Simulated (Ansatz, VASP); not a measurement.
SnO2 in VASP and in Ansatz

```
CELL_PARAMETERS angstrom
4.72127 0.00000 0.00000
0.00000 4.72425 0.00000
0.00000 0.00000 3.28572
ATOMIC_POSITIONS crystal
Sn 0.50000 0.50000 0.50000
Sn 0.00000 0.00000 0.00000
O 0.30557 0.30657 0.00000
O 0.80557 0.19343 0.50000
O 0.19443 0.80657 0.50000
O 0.69443 0.69343 0.00000
```

Change from the starting cell: strain +0.000 along x and y, +0.030 along z, atoms carried along.

Alike in both runs: task single point; functional LDA; k mesh 6 × 6 × 8; occupations gaussian, width 0.05 eV; no spin polarisation.

|  | VASP | Ansatz |
| --- | --- | --- |
| version | VASP 6.6.1 | Ansatz 0.2.0 |
| potentials or method | VASP PAW LDA potentials, release 64 (Sn_d, O) | scalar-relativistic, plane waves, PAW |
| plane-wave cutoff (eV) | 520 | 420 |
| valence electrons in the cell | 52 | 52 |

VASP gave:

```
gap on the k mesh at the Fermi level (eV)       : 0.76
least direct gap on the mesh (eV)               : 0.76
pressure (GPa)                                  : -5.9
largest component of the traceless stress (GPa) : 4.86
rms of the force components (eV/Å)              : 0.073
```

Estimate Ansatz's values.

gap on the k mesh at the Fermi level (eV): 0.73; least direct gap on the mesh (eV): 0.73; pressure (GPa): -6.9; largest component of the traceless stress (GPa): 5.04; rms of the force components (eV/Å): 0.076.

Atom by atom the forces differ by 0.003 eV/Å (rms over components).

Caveats: spin-orbit coupling is left out, which moves the levels of the heavy elements.
